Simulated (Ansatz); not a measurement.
# HfSiO4: the cost of one run

Method: DFT PBE, scalar-relativistic, plane waves, PAW, in Ansatz 0.2.0.

## Step 1: The structure to begin with

It takes space group F222 (No. 22, orthorhombic). The conventional cell has a = 5.324 Å, b = 7.131 Å, c = 8.467 Å, α = 90.00°, β = 90.00°, γ = 90.00°. Hf (site symmetry 222) has 4 O at 2.25 Å as nearest neighbours. Si (site symmetry 222) has 2 O at 1.35 Å as nearest neighbours. Around O (site symmetry 2) lie 1 Si at 1.35 Å. O (site symmetry 2) is surrounded by 2 O at 2.21 Å and 2 Hf at 2.25 Å and 1 Si at 2.46 Å.

As a file:

```xyz
6
Lattice="0.0000 3.5655 4.2333 2.6620 0.0000 4.2333 2.6620 3.5655 0.0000" Properties=species:S:1:pos:R:3 pbc="T T T"
Hf    1.3310    1.7827    2.1167
Si    2.6620    3.5655    4.2333
O     4.0083    3.5655    4.2333
O     1.3157    3.5655    4.2333
O     2.6620    3.5655    1.7762
O     2.6620    3.5655    6.6905
```

The cell is invented: random cell by space group and Wyckoff sites (F222, No. 22). Its size is a rough estimate.

## Step 2: The guess as it stands, on a coarse mesh

Contents of input.yaml:

```yaml
crystal:
  lattice:
    - [0.0, 3.56545089, 4.23334557]
    - [2.66200124, 0.0, 4.23334557]
    - [2.66200124, 3.56545089, 0.0]
  atoms:
    - { symbol: Hf, position: [0.25, 0.25, 0.25] }
    - { symbol: Si, position: [0.5, 0.5, 0.5] }
    - { symbol: O, position: [0.24713175, 0.75286825, 0.75286825] }
    - { symbol: O, position: [0.75286825, 0.24713175, 0.24713175] }
    - { symbol: O, position: [0.20978632, 0.20978632, 0.79021368] }
    - { symbol: O, position: [0.79021368, 0.79021368, 0.20978632] }
basis:
  ecutwfc: 420
kpoints:
  mp_grid: { grid: [4, 4, 4] }
hamiltonian:
  xc: pbe
scf:
  occupations: { method: gaussian, width: 0.1 }
  lower_state_search: "off"
output:
  forces: true
  stress: true
  eigenvalues: true
```

On the command line:

```bash
ansatz run input.yaml --threads 1 --pin off --max-ram 2560MiB --backend cpu --events-out ev --progress --plain --runs-dir out
```

Q: Estimate wall time and peak memory on 1 thread of Intel Xeon at 2.70GHz, shared host.

About 5.2 s, with a peak of 0.36 GiB.
